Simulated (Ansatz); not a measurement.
# CaS: a single-point run

Wanted: a converged single-point run for CaS, and a check of what comes out. The structure is shown as the input types it.

Program: Ansatz 0.2.0. Level of theory: density functional or hybrid calculation with the settings of its input, plane waves (as first typed). These are calculated values, not measurements.

## (1) Starting point

The structure is cubic, space group Fm-3m (No. 225). The conventional cell has a = 5.696 Å, b = 5.696 Å, c = 5.696 Å, α = 90.00°, β = 90.00°, γ = 90.00°. Ca (site symmetry m-3m) has 6 S at 2.85 Å as nearest neighbours. Around S (site symmetry m-3m) lie 6 Ca at 2.85 Å.

Structure file:

```cif
data_structure
_symmetry_space_group_name_H-M 'Fm-3m'
_symmetry_Int_Tables_number 225
_cell_length_a 5.6959
_cell_length_b 5.6959
_cell_length_c 5.6959
_cell_angle_alpha 90.000
_cell_angle_beta 90.000
_cell_angle_gamma 90.000
_cell_volume 184.79
loop_
_atom_site_label
_atom_site_type_symbol
_atom_site_symmetry_multiplicity
_atom_site_Wyckoff_symbol
_atom_site_fract_x
_atom_site_fract_y
_atom_site_fract_z
_atom_site_occupancy
Ca1 Ca 4 a 0.00000 0.00000 0.00000 1
S1 S 4 b 0.50000 0.00000 0.00000 1
```

## (2) Input and run

Contents of input.yaml:

```yaml
crystal:
  lattice:
    - [0.0, 2.8479451031, 2.8479451031]
    - [2.8479451031, 0.0, 2.8479451031]
    - [2.8479451031, 2.8479451031, 0.0]
  atoms:
    - { symbol: Ca, position: [0.0, 0.0, 0.0] }
    - { symbol: S, position: [0.5, 0.5, 0.5] }
kpoints:
  mp_grid: { grid: [6, 6, 6] }
hamiltonian:
  xc: pbe
scf:
  occupations: { method: fixed }
  n_extra_bands: 4
  mixing: { beta: 0.005 }
  max_iter: 96
output:
  forces: true
  stress: true
  eigenvalues: true
```

Command:

```bash
ansatz run input.yaml --threads 4 --pin off --max-ram 3686MiB --backend cpu --events-out ev --progress --plain --runs-dir out
```

Q: Will this input give a usable result? If not, why, and what should change?

The program finished normally. Convergence says nothing about whether the input makes sense.

Look at the input: scf.mixing.beta is 0.005. The risk: mixing too weak. Here it converged all the same; such a setting changes the road, not the converged state.

To check: delete scf.mixing.beta (the default then holds).
